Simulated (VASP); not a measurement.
Level of theory: PBE GGA, VASP's PBE PAW potentials (set 64) (plane waves; VASP 6.6.1). For the first row: Settings: 520 eV cut-off, 6×6×6 Γ-centred mesh, Gaussian smearing of 0.050 eV, potentials Cs_sv I.

```tsv
system	energy (eV/atom)
CsI (CsCl type)	-2.7214
Cs atom	-0.1574
I atom	-0.1732
```

Atoms are spin-polarised in a large box without symmetry, with the spin fixed by Hund's rule, and may not be in the lowest state of each functional; no zero-point energy is added.  Spin-orbit coupling is left out, which shifts such energies by up to tenths of an eV for the heavy elements here.

Q: What is the cohesive energy per atom of CsI?

A: The references average (1×(-0.1574) + 1×(-0.1732))/2 = -0.1653 eV, so the cohesive energy is -0.1653 − (-2.7214) = 2.556 eV/atom. Measured: 2.760 eV/atom at 0 K (as given by CRC Handbook of Chemistry and Physics, Standard Thermodynamic Properties of Chemical Substances; atomisation enthalpy at 298 K (2.746) less the gas atoms' H298-H0 (0.064), plus the solid's thermal (0.068) and zero-point (0.009) energy from a Debye model with theta = 96 K fitted to S(298) = 123.1 J/(mol K); atoms in their measured spin-orbit ground levels; the uncertainty is an estimate of this correction alone).
